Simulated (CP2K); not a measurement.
Moving the choice of potentials or basis in Ge

Symmetry: Fd-3m, No. 227, cubic system. Conventional cell: a = 5.658 Å, b = 5.658 Å, c = 5.658 Å, α = 90.00°, β = 90.00°, γ = 90.00°. Ge (site symmetry -43m) has 4 Ge at 2.45 Å as nearest neighbours.

Kept alike: task single point; functional PBE; k mesh 8 × 8 × 8; occupations fermi-dirac, width 0.05 eV; no spin polarisation. Program: CP2K. The mesh is that of the run's cell of 2 atoms. No spin-orbit coupling.

```csv
choice of potentials or basis,band gap (eV),pressure (GPa)
GTH_POTENTIALS Ge GTH-PBE-q4; DZVP-MOLOPT-SR-GTH basis,0.05 or less,4.39
GTH_POTENTIALS Ge GTH-PBE-q4; TZVP-MOLOPT-SR-GTH basis,0.05 or less,4.03
POTENTIAL_UZH Ge GTH-PBE-q4; DZVP-MOLOPT-PBE-GTH basis,0.05 or less,4.13
POTENTIAL_UZH Ge GTH-PBE-q4; TZV2P-MOLOPT-PBE-GTH basis,0.05 or less,4.02
POTENTIAL_UZH Ge GTH-PBE-q4; TZVP-MOLOPT-PBE-GTH basis,0.05 or less,3.98
POTENTIAL_UZH Ge GTH-PBE-q4; ccGRB-D basis,0.125,4.63
```

Pressure is positive in compression. Runs of this series that gave no sound value for these columns are left out. A gap read on the mesh alone can miss an edge between its points.

Task: What does the choice of potentials or basis change here?

Result: The band gap runs from 0.05 or less (GTH_POTENTIALS Ge GTH-PBE-q4; DZVP-MOLOPT-SR-GTH basis; GTH_POTENTIALS Ge GTH-PBE-q4; TZVP-MOLOPT-SR-GTH basis; POTENTIAL_UZH Ge GTH-PBE-q4; DZVP-MOLOPT-PBE-GTH basis; POTENTIAL_UZH Ge GTH-PBE-q4; TZV2P-MOLOPT-PBE-GTH basis; POTENTIAL_UZH Ge GTH-PBE-q4; TZVP-MOLOPT-PBE-GTH basis) to 0.125 eV (POTENTIAL_UZH Ge GTH-PBE-q4; ccGRB-D basis). The pressure runs from 3.98 (POTENTIAL_UZH Ge GTH-PBE-q4; TZVP-MOLOPT-PBE-GTH basis) to 4.63 GPa (POTENTIAL_UZH Ge GTH-PBE-q4; ccGRB-D basis).
